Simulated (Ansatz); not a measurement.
Sn, DFT, PBE, all-electron PAW with datasets made for the crystal, scalar-relativistic (Ansatz 0.2.0), run on 1 thread of Arm Neoverse V1 on a shared host.

The structure comes from a relaxation in the same program, started in the sc type. Whether it is a known phase or the ground state wasn't checked. The listed cell was then made from it by scaling, straining or moving an atom.

Command: `ansatz run input.yaml --threads 1 --pin off --max-ram 2048MiB --backend cpu --events-out ev --progress --plain --runs-dir out`

```yaml
crystal:
  lattice:
    - [3.1185783419, 0.0, 0.0]
    - [0.0, 3.1185783419, 0.0]
    - [0.0, 0.0, 3.0877013286]
  atoms:
    - { symbol: Sn, position: [0.0, 0.0, 0.0] }
kpoints:
  mp_grid: { grid: [14, 14, 14] }
scf:
  occupations: { method: fermi_dirac, width: 0.03 }
hamiltonian:
  xc: pbe
  pseudopotentials: { kind: all_electron, datasets: crystal }
output:
  forces: true
  stress: true
  eigenvalues: true
  efg: { contact_densities: true }
```

Q: How large is the problem that the program sets up?

A: 288 irreducible k-points, 251 plane waves at Γ, 11 bands.

Q: About how long does it take?

A: 13 s of wall time for 7 SCF iterations. Times on shared machines scatter by tens of per cent.

Q: And the same cell and mesh by full-potential LAPW, asked for forces, stress, eigenvalues, on the same hardware?

A: 19 s.

Q: And the same cell and mesh by PAW (frozen-core files), asked for forces, stress, eigenvalues, efg, on the same hardware?

A: 6.4 s.
